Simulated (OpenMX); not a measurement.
# CoO: equation of state with LDA

CoO:

```
Co O
1.0
     0.00000    2.13150    2.13150
     2.13150    0.00000    2.13150
     2.13150    2.13150    0.00000
Co O
1 1
Direct
  0.00000 0.00000 0.00000
  0.50000 0.50000 0.50000
```

- Program: OpenMX 3.8.5
- Task: equation of state
- Functional: LDA
- Potentials or basis: OpenMX 2013 LDA set, Co6.0H-s3p2d2, O6.0-s2p2d1, fixed grid of 32 × 32 × 32 points
- k mesh: 11 × 11 × 11
- Occupations: fermi-dirac, width 0.05 eV
- Spin: collinear spin, ferromagnetic start
- Starting moments: [2.0, 0.0] μB
- Mixing scheme: rmm-diisk
- SCF threshold: 1e-08 Ha
- Solver: band
- Grid points, held for all volumes: 32 × 32 × 32

```yaml
Equilibrium_volume: "8.61 Å³/atom (rough: see the caveat)"
Bulk_modulus: 159 GPa (rough)
```

Energy against volume, from the lowest point:
```csv
volume (Å³/atom),energy (meV/atom)
9.103,0.00
9.297,12.50
9.490,28.52
9.684,48.11
9.878,71.27
10.071,97.69
10.265,126.84
```

Caveat: the fit is doubtful: noisy points or a state that changes with volume; the minimum lies outside the volumes run; volumes in these bases differ from converged ones by about 1 %, for some elements by several; the basis of atomic orbitals isn't converged, which shifts pressures, moduli and gaps.
